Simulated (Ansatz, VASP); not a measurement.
**Two plane-wave programs on KBr**

INCAR

```
ALGO = Normal
EDIFF = 1E-6
ENCUT = 520
GGA = CA
ISIF = 2
ISMEAR = 0
LASPH = True
LCHARG = False
LREAL = False
LWAVE = False
NBANDS = 15
NELM = 60
PREC = Accurate
SIGMA = 0.05
```

KPOINTS

```
k-points
0
Gamma
  6 6 6
```

Contents of POSCAR:

```
KBr
1.0
    0.0205781250      3.2925000000      3.2925000000
    3.3130781250      0.0000000000      3.3130781250
    3.2925000000      3.2925000000      0.0205781250
K Br
1 1
Direct
    0.0000000000      0.0000000000      0.0000000000
    0.5000000000      0.5000000000      0.5000000000
```

Input for Ansatz:

```yaml
crystal:
  lattice:
    - [0.020578125, 3.2925, 3.2925]
    - [3.313078125, 0.0, 3.313078125]
    - [3.2925, 3.2925, 0.020578125]
  atoms:
    - { symbol: K, position: [0.0, 0.0, 0.0] }
    - { symbol: Br, position: [0.5, 0.5, 0.5] }
basis:
  ecutwfc: 420
kpoints:
  mp_grid: { grid: [6, 6, 6] }
hamiltonian:
  xc: lda
scf:
  occupations: { method: gaussian, width: 0.05 }
output:
  forces: true
  stress: true
  eigenvalues: true
```

Change from the starting cell: strain +0.0125 x Voigt [0, 0, 0, 0, 1, 0], atoms carried along.

Alike in both runs: task single point; functional LDA; k mesh 6 × 6 × 6; occupations gaussian, width 0.05 eV; no spin polarisation.

|  | VASP | Ansatz |
| --- | --- | --- |
| version | VASP 6.6.1 | Ansatz 0.2.0 |
| potentials or method | VASP PAW LDA potentials, release 64 (K_sv, Br) | scalar-relativistic, plane waves, PAW |
| plane-wave cutoff (eV) | 520 | 420 |
| valence electrons in the cell | 16 | 16 |

Ansatz gave:

| Property | Result |
| --- | --- |
| gap on the k mesh at the Fermi level (eV) | 4.03 |
| least direct gap on the mesh (eV) | 4.03 |
| pressure (GPa) | -1.6 |
| largest component of the traceless stress (GPa) | 0.07 |

Task: What did VASP give for the same quantities?

Result: gap on the k mesh at the Fermi level (eV): 4.04; least direct gap on the mesh (eV): 4.04; pressure (GPa): -1.5; largest component of the traceless stress (GPa): 0.07.
